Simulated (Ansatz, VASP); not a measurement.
## Two plane-wave programs on BaS

```
Ba S
1.0
     0.00000    3.51941    3.51941
     3.57220    0.00000    3.51941
     3.57220    3.51941    0.00000
Ba S
1 1
Cartesian
  0.0000 0.0000 0.0000
  1.7861 1.7597 1.7597
```

Change from the starting cell: uniaxial_x strain +1.5%.

Alike in both runs: task single point; functional PBE; k mesh 6 × 6 × 6; occupations fermi-dirac, width 0.02 eV; no spin polarisation.

```csv
,VASP,Ansatz
version,VASP 6.6.1,Ansatz 0.2.0
potentials or method,"VASP PAW PBE potentials, release 64 (Ba_sv, S)","plane waves, PAW"
plane-wave cutoff (eV),520,420
valence electrons in the cell,16,16
```

```csv
,VASP,Ansatz,Ansatz less VASP
gap on the k mesh at the Fermi level (eV),2.73,2.72,-0.015
pressure (GPa),0.0,-0.4,-0.40
```

Caveats: spin-orbit coupling is left out, which moves the levels of the heavy elements. A k mesh can miss the band edges.
